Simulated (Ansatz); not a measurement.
# WS2 (Tungstenite): the cost of one run

Computed with Ansatz 0.2.0 (DFT PBE+D3(BJ), scalar-relativistic, plane waves, PAW, unless a step's input says otherwise).

2 further runs of the same task are left out: 2 set aside as unsound or not needed.

## 1. The structure to begin with

The structure is trigonal, space group R3m (No. 160). The conventional cell has a = 3.157 Å, b = 3.157 Å, c = 18.117 Å, α = 90.00°, β = 90.00°, γ = 120.00°. W (site symmetry 3m) is surrounded by 6 S at 2.41 Å. S (site symmetry 3m) is surrounded by 3 W at 2.41 Å.

As a file:

```
W S
1.0
     1.57853    0.91136    6.03892
    -1.57853    0.91136    6.03892
     0.00000   -1.82273    6.03892
W S
1 2
Direct
  0.00066 0.00066 0.00066
  0.24721 0.24721 0.24721
  0.42083 0.42083 0.42083
```

This cell was relaxed beforehand with the same method: volume 17.38 Å³/atom, gap on the mesh 0.91 eV.

## 2. Relaxing to 0.001 eV/Å

Response runs need a geometry at rest under their own mesh and occupations; hence this stricter relaxation.

File input.yaml:

```yaml
crystal:
  lattice:
    - [1.5785298434, 0.9113646301, 6.03892132]
    - [-1.5785298434, 0.9113646301, 6.03892132]
    - [0.0, -1.8227292601, 6.03892132]
  atoms:
    - { symbol: W, position: [0.000655957, 0.000655957, 0.000655957] }
    - { symbol: S, position: [0.2472102229, 0.2472102229, 0.2472102229] }
    - { symbol: S, position: [0.4208338202, 0.4208338202, 0.4208338202] }
basis:
  ecutwfc: 420
kpoints:
  mp_grid: { grid: [12, 12, 12] }
hamiltonian:
  xc: pbe
  dispersion: d3bj
scf:
  occupations: { method: fixed }
output:
  forces: true
  stress: true
  eigenvalues: true
relax:
  adjacent_minimum: "off"
  f_tol: 0.001
  max_steps: 60
  cell: { stress_tol: 0.01 }
```

Started as:

```bash
ansatz run input.yaml --threads 2 --pin off --max-ram 5120MiB --backend cpu --events-out ev --progress --plain --runs-dir out
```

Q: Estimate wall time and peak memory on 2 threads of Intel Xeon at 2.70GHz, shared host.

About 57 s, with a peak of 0.53 GiB.
